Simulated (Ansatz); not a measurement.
GeSe: Field gradients at the nuclei

The cell is an entry of the Crystallography Open Database (COD) whose atoms were relaxed with PBE, the cell held.

Space group Pnma (No. 62); a = 10.8200, b = 3.8500, c = 4.4000 Å.

```
site  Wyckoff  site symmetry       x       y       z
  Ge       4c            .m.  0.1201  0.2500  0.1156
  Se       4c            .m.  0.8547  0.2500  0.4941
```

One atom of each set is listed.

Level of theory: DFT, PBE, plane waves and PAW, scalar-relativistic, 420 eV cutoff, Γ-centred 4×11×10 k-points, Fermi–Dirac smearing 0.02 eV (Ansatz 0.2.0).

C_Q = eQV_zz/h, which is 24.18 MHz for Q = 1 b and V_zz = 10²¹ V/m²; η = (V_xx − V_yy)/V_zz.

73Ge: I = 9/2, Q = -196.0 mb. Nuclear quadrupole moments: year-2017 set (Pyykkö).

```csv
site,atoms,first shell,"V_xx, V_yy, V_zz (10²¹ V/m²)",η,C_Q (MHz)
Ge,4,3 Se at 2.58–2.59 Å; also 3 Se at 3.31–3.32 Å,"2.21, 3.81, -6.02",0.27,28.5
Se,4,3 Ge at 2.58–2.59 Å; also 3 Ge at 3.31–3.32 Å,"4.19, 4.56, -8.74",0.04,–
```

At Ge V_zz stands upright on the plane through its three neighbours (within 10°).

Se has no stable isotope with a ground-state quadrupole moment in the table, so no C_Q is given.
